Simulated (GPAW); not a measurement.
# AlCo (Pm-3m) in GPAW: convergence with smearing function

Aim: find how far smearing function must go before the results for AlCo settle, at r2SCAN. This setting moves, with any that are tied to it; all else stays.

Everything below comes from runs of GPAW 26.7.0. Logs are shortened: lines on timing, memory, paths and dates and some standing lists are left out, and cuts for length are marked. The log counts tension as positive stress, the text compression.

**1. The structure**

The structure is cubic, space group Pm-3m (No. 221). The conventional cell has a = 2.819 Å, b = 2.819 Å, c = 2.819 Å, α = 90.00°, β = 90.00°, γ = 90.00°. Co (site symmetry m-3m) is surrounded by 8 Al at 2.44 Å. Al (site symmetry m-3m) is surrounded by 8 Co at 2.44 Å.

The cell is a database's computed one.

**2. With smearing function fermi-dirac**

The input, run.py:

```python
from ase.dft.bandgap import bandgap
from ase.io import read, write
from ase.units import GPa
from gpaw import GPAW, PW

atoms = read('AlCo.xyz')
atoms.set_initial_magnetic_moments([2.0, 0.0])

calc = GPAW(mode=PW(600),
            xc='MGGA_X_R2SCAN+MGGA_C_R2SCAN',
            kpts={'size': (9, 9, 9), 'gamma': True},
            occupations={'name': 'fermi-dirac', 'width': 0.1},
            nbands=15,
            convergence={'density': 1e-05, 'energy': 1e-05},
            maxiter=100,
            txt='gpaw.txt')
atoms.calc = calc
energy = atoms.get_potential_energy()
forces = atoms.get_forces()
stress = atoms.get_stress()
calc.write('gs.gpw')
write('result.traj', atoms)
print(f'Energy: {energy:.6f} eV')
print('Forces (eV/A):')
print(forces.round(4))
print('Stress (GPa):', (stress / GPa).round(3))
print('Moments:', calc.get_magnetic_moments().round(3))
print('Fermi level:', round(calc.get_fermi_level(), 4), 'eV')
print(f'Gap: {bandgap(calc)[0]:.4f} eV, direct: {bandgap(calc, direct=True)[0]:.4f} eV')
```

The input, AlCo.xyz:

```xyz
2
Lattice="2.8194032100 0.0000000000 0.0000000000 0.0000000000 2.8194032100 0.0000000000 0.0000000000 0.0000000000 2.8194032100" Properties=species:S:1:pos:R:3 pbc="T T T"
Co     1.4097016050      1.4097016050      1.4097016050
Al     0.0000000000      0.0000000000      0.0000000000
```

Potentials or basis: GPAW PAW data sets (gpaw-data 1.2.1), pw.

Command:

```sh
> OMP_NUM_THREADS=1 python run.py
```

gpaw.txt:

```text
__  _  _
 | _ |_)|_||  |
 |__||  | ||/\| - 26.7.0

Input parameters:
  mode=PW(ecut=600.0),
  convergence={'density': 1e-05, 'energy': 1e-05},
  kpts=MonkhorstPack(size=(9, 9, 9), gamma=True),
  maxiter=100,
  nbands=15,
  occupations=Occupations(name='fermi-dirac', width=0.1),
  xc=XC(name='MGGA_X_R2SCAN+MGGA_C_R2SCAN')

Diagonalizing LCAO Hamiltonian
Converting LCAO to pw mode
   .------.
  /|      |
 * |  Co  |
 | .------.
 |/      /
 Al-----*

Atoms  # Å, Bohr magnetons
|   | symbol |        x |        y |        z |    initial magnetic moments |
|---|--------|----------|----------|----------|-----------------------------|
| 0 |     Co | 1.409702 | 1.409702 | 1.409702 | ( 0.0000,  0.0000,  2.0000) |
| 1 |     Al | 0.000000 | 0.000000 | 0.000000 | ( 0.0000,  0.0000,  0.0000) |

Unit cell  # Å
| periodic |        x |        y |        z |  lengths |    angles |
|----------|----------|----------|----------|----------|-----------|
|      yes | 2.819403 | 0.000000 | 0.000000 | 2.819403 | 90.000000 |
|      yes | 0.000000 | 2.819403 | 0.000000 | 2.819403 | 90.000000 |
|      yes | 0.000000 | 0.000000 | 2.819403 | 2.819403 | 90.000000 |

Number of symmetries: 48
Symmetry operations  # r_c * U_cc + t_c -> r_c
|    | kind |            matrix            |
|----|------|------------------------------|
|  0 |  E   |  1, 0, 0,  0, 1, 0,  0, 0, 1 |
|  1 |  σ   |  1, 0, 0,  0, 1, 0,  0, 0,-1 |
|  2 |  σ   |  1, 0, 0,  0, 0, 1,  0, 1, 0 |
|  3 |  C4  |  1, 0, 0,  0, 0, 1,  0,-1, 0 |
|  4 |  C4  |  1, 0, 0,  0, 0,-1,  0, 1, 0 |
|  5 |  σ   |  1, 0, 0,  0, 0,-1,  0,-1, 0 |
|  6 |  σ   |  1, 0, 0,  0,-1, 0,  0, 0, 1 |
|  7 |  C2  |  1, 0, 0,  0,-1, 0,  0, 0,-1 |
|  8 |  σ   |  0, 1, 0,  1, 0, 0,  0, 0, 1 |
|  9 |  C2  |  0, 1, 0,  1, 0, 0,  0, 0,-1 |
[... 182 lines left out ...]
|iter:  10| |  -21.364319 | -4.21 | -2.66 |  +0.1565|
|iter:  11| |  -21.365643 | -4.45 | -3.00 |  +0.1355|
|iter:  12| |  -21.366866 | -4.44 | -3.05 |  +0.1057|
|iter:  13| |  -21.367530 | -4.40 | -3.18 |  +0.0748|
|iter:  14| |  -21.367637 | -5.03 | -3.76 |  +0.0692|
|iter:  15| |  -21.367658 | -5.95 | -3.77 |  +0.0663|
|iter:  16| |  -21.367675c| -5.65 | -3.95 |  +0.0605|
|iter:  17| |  -21.367680c| -6.34 | -4.41 |  +0.0588|
|iter:  18| |  -21.367680c| -6.82 | -4.93 |  +0.0573|
|iter:  19| |  -21.367680c| -7.97c| -4.77 |  +0.0576|
|iter:  20| |  -21.367680c| -7.66c| -5.01c|  +0.0584|

Converged in 20 steps
Energy contributions relative to reference atoms: (reference = -44506.133171)

Energy contributions:
  Kinetic:          21.023051
  Coulomb:         -15.115526
  Zero:             -0.095058
  External:          0.000000
  Xc:              -27.168789
  Entropy:          -0.022714
  Spinorbit:         0.000000
  ----------------------------
  Free energy:     -21.379037
  Extrapolated:    -21.367680

dipole moment: (-4.798425, -4.798425, -4.798425)  # |e|*Ang

Total magnetic moment: (0.000000, 0.000000, 0.058368)

Local magnetic moments
|        x |        y |         z |
|----------|----------|-----------|
| 0.000000 | 0.000000 |  0.087085 |  # Co   0
| 0.000000 | 0.000000 | -0.006092 |  # Al   1

Fermi level: 10.480
Eigenvalues  # (at kpt = [0.000, 0.000, 0.000])
| band index |      eig [eV] | occ [0-1] |      eig [eV] | occ [0-1] |
|------------|---------------|-----------|---------------|-----------|
|          0 |        -1.493 |     1.000 |        -1.536 |     1.000 |
|          1 |         7.200 |     1.000 |         7.361 |     1.000 |
|          2 |         7.200 |     1.000 |         7.361 |     1.000 |
|          3 |         9.395 |     1.000 |         9.442 |     1.000 |
|          4 |         9.395 |     1.000 |         9.442 |     1.000 |
|          5 |         9.395 |     1.000 |         9.442 |     1.000 |
|          6 |        16.965 |     0.000 |        16.944 |     0.000 |
|          7 |        16.965 |     0.000 |        16.944 |     0.000 |
|          8 |        16.965 |     0.000 |        16.944 |     0.000 |
|          9 |        19.662 |     0.000 |        19.719 |     0.000 |
|         10 |        19.662 |     0.000 |        19.719 |     0.000 |
|         11 |        27.513 |     0.000 |        27.536 |     0.000 |
|         12 |        33.730 |     0.000 |        33.721 |     0.000 |
|         13 |        33.730 |     0.000 |        33.721 |     0.000 |
|         14 |        33.730 |     0.000 |        33.721 |     0.000 |

No gap
No difference between direct/indirect transitions

Forces  # eV/Ang
|        x |       y |       z |
|----------|---------|---------|
|  0.00000 | 0.00000 | 0.00000 |  # Co   0
| -0.00000 | 0.00000 | 0.00000 |  # Al   1

Stress tensor  # eV/Ang^3
|         x |         y |         z |
|-----------|-----------|-----------|
| -0.010612 | -0.000000 |  0.000000 |
| -0.000000 | -0.010612 |  0.000000 |
|  0.000000 |  0.000000 | -0.010612 |

# Writing to gs.gpw (mode='')
```

stdout:

```text
Energy: -21.367680 eV
Forces (eV/A):
[[ 0.  0.  0.]
 [-0.  0.  0.]]
Stress (GPa): [-1.7 -1.7 -1.7  0.   0.  -0. ]
Moments: [ 0.087 -0.006]
Fermi level: 10.4804 eV
Gap: 0.0000 eV, direct: 0.0000 eV
```

Run time: 52 s. Hardware: 1 thread of Arm Neoverse V2, shared host; peak memory 0.24 GiB.

Results:

```yaml
Free_energy: -21.3790 eV
Pressure: 1.7 GPa
Band_gap_on_the_k_mesh: none (metal or under the smearing width)
Net_moment: 0.06 μB per cell
Site_moments: Co +0.09; Al -0.01 μB
```

**3. With smearing function gaussian**

run.py: that of step 2 with these lines changed.

```diff
@@ -11,3 +11,3 @@
             kpts={'size': (9, 9, 9), 'gamma': True},
-            occupations={'name': 'fermi-dirac', 'width': 0.1},
+            occupations={'name': 'methfessel-paxton', 'order': 0, 'width': 0.1},
             nbands=15,
```

AlCo.xyz is that of step 2.

Potentials or basis: GPAW PAW data sets (gpaw-data 1.2.1), pw.

Command:

```sh
> OMP_NUM_THREADS=1 python run.py
```

Wall time 3.8 min (1 thread of Arm Neoverse V2, shared host); peak memory 0.24 GiB.

No converged result was reached.

**4. With smearing function marzari-vanderbilt**

run.py: that of step 3 with these lines changed.

```diff
@@ -11,3 +11,3 @@
             kpts={'size': (9, 9, 9), 'gamma': True},
-            occupations={'name': 'methfessel-paxton', 'order': 0, 'width': 0.1},
+            occupations={'name': 'marzari-vanderbilt', 'width': 0.1},
             nbands=15,
```

AlCo.xyz is that of step 3.

Command:

```sh
> OMP_NUM_THREADS=1 python run.py
```

It took 48 s on 1 thread of Arm Neoverse V2, shared host; peak memory 0.24 GiB.

Results (log left out):

| Property | Result |
| --- | --- |
| Free energy | -21.3682 eV |
| Pressure | 1.6 GPa |
| Band gap on the k mesh | none (metal or under the smearing width) |
| Net moment | 0.08 μB per cell |
| Site moments | Co +0.12; Al -0.01 μB |

**5. With smearing function methfessel-paxton**

run.py: that of step 4 with these lines changed.

```diff
@@ -11,3 +11,3 @@
             kpts={'size': (9, 9, 9), 'gamma': True},
-            occupations={'name': 'marzari-vanderbilt', 'width': 0.1},
+            occupations={'name': 'methfessel-paxton', 'width': 0.1},
             nbands=15,
```

AlCo.xyz is that of step 4.

Command:

```sh
> OMP_NUM_THREADS=1 python run.py
```

Wall time 3.8 min (1 thread of Arm Neoverse V2, shared host); peak memory 0.25 GiB.

The run did not converge.

**6. With smearing function tetrahedron-method**

run.py: that of step 5 with these lines changed.

```diff
@@ -11,3 +11,3 @@
             kpts={'size': (9, 9, 9), 'gamma': True},
-            occupations={'name': 'methfessel-paxton', 'width': 0.1},
+            occupations={'name': 'tetrahedron-method'},
             nbands=15,
```

AlCo.xyz is that of step 5.

Potentials or basis: GPAW PAW data sets (gpaw-data 1.2.1), pw.

Command:

```sh
> OMP_NUM_THREADS=1 python run.py
```

Wall time 57 s (1 thread of Arm Neoverse V2, shared host); peak memory 0.24 GiB.

Results (log left out):

```
Free energy            : -21.3562 eV
Pressure               : 1.5 GPa
Band gap on the k mesh : none (metal or under the smearing width)
Net moment             : 0.00 μB per cell
```

**7. With smearing function improved-tetrahedron-method**

run.py: that of step 6 with these lines changed.

```diff
@@ -11,3 +11,3 @@
             kpts={'size': (9, 9, 9), 'gamma': True},
-            occupations={'name': 'tetrahedron-method'},
+            occupations={'name': 'improved-tetrahedron-method'},
             nbands=15,
```

AlCo.xyz is that of step 6.

Command:

```sh
> OMP_NUM_THREADS=1 python run.py
```

It took 85 s on 1 thread of Arm Neoverse V2, shared host; peak memory 0.24 GiB.

It converged, with:

```
Free energy            : -21.3694 eV
Pressure               : 1.4 GPa
Band gap on the k mesh : none (metal or under the smearing width)
Net moment             : 0.00 μB per cell
```

**8. Result**

```
          smearing function  energy less the tightest run, at zero smearing (meV/atom)  pressure (GPa)  largest site moment (μB)  SCF cycles  CPU time (s)  peak memory (GiB)
                fermi-dirac                                                       0.87            1.70                      0.09          20            52               0.24
                   gaussian                                              not converged               -                         -           -             -                  -
         marzari-vanderbilt                                                       0.61            1.64                      0.12          20            48               0.24
          methfessel-paxton                                              not converged               -                         -           -             -                  -
         tetrahedron-method                                                       6.59            1.51                      0.00          23            57               0.24
improved-tetrahedron-method                                                       0.00            1.42                      0.00          34            85               0.24
```

Against the tightest run, the pressure stays within 0.1 GPa from tetrahedron-method on; the largest site moment stays within 0.02 μB from tetrahedron-method on. Not settled before the last step: the energy (to 1 meV/atom). Narrower smearing needs a denser k mesh, so at a fixed mesh the narrowest width isn't the most accurate. The tightest run that finished is the yardstick and may itself not be fully converged.

Caveats: the starting moments collapsed, and a magnetic state may lie lower; the PAW data sets were made with another functional, which shifts forces and pressure a little.
